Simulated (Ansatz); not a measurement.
**TiCo: moving Ti off its site**

TiCo, Pm-3m, a = 2.939 Å. The structure is a Materials Project entry; whether it is the stable form wasn't checked. Ansatz: PBEsol, PAW, 420 eV, Γ-centred 20×20×20 mesh on 2 atoms, Gaussian smearing 0.15 eV; collinear spin, largest moment 0.7 μB.

```
Ti Co
1.0
     2.93851    0.00000    0.00000
     0.00000    2.93851    0.00000
     0.00000    0.00000    2.93851
Ti Co
1 1
Cartesian
  0.0000 0.0000 0.0000
  1.4693 1.4693 1.4693
```

Atom 1 (Ti) moves by x along the unit vector (-0.577, -0.577, -0.577), with its periodic images; all else is held. y is the free energy of the cell over the start, F the force along the path summed over the moved atoms. Symmetry makes y even in x.

```tsv
x (Å)	y (meV)	F (eV/Å)
-0.1000	?	?
-0.0500	6.72	0.27
0.0000	0.00	0.00
0.0250	1.68	-0.13
0.0750	15.09	-0.40
0.0875	20.52	-0.47
```

Fit y = c2 x² + c4 x⁴ to the energies of the other rows, give the force constant, and predict energy and force of the missing row.

Least squares on the rows shown. y = 2690.8 x² − 1401.9 x⁴. The force constant is 2 c2 = 5.38 eV/Å² (for all images moving together, not for a lone atom). With two atoms in a cubic cell this is the optical mode at Γ (in a metal it hangs on mesh and smearing): ω = 521.5 √(2 c2/μ) = 235 cm⁻¹ for μ = 26.41 u. The force −dy/dx at the missing row is 0.53 eV/Å (computed 0.53). At x = -0.1000 the fit asked for gives 26.77 meV. The run gave 26.77 meV, the same to the digits shown.

The energy rises on both sides of the ideal site, so Ti sits in a true minimum for this motion, and the well is almost purely harmonic. Along this direction Ti approaches one Co neighbour while leaving the opposite one. Inversion symmetry cancels the odd terms. The small negative quartic term means slight softening at larger amplitude. Cubic symmetry makes the harmonic constant the same for every direction of Ti displacement, but the quartic term need not be.

The moment of 0.7 μB is at odds with experiment, where stoichiometric TiCo is known as a paramagnet without long-range order. Semilocal functionals tend to overstate moments in weak itinerant magnets because they miss spin fluctuations, so the stiffness belongs to a spin-polarised state and might differ somewhat in the paramagnet. A stable optical mode at Γ doesn't exclude soft modes elsewhere in the zone.
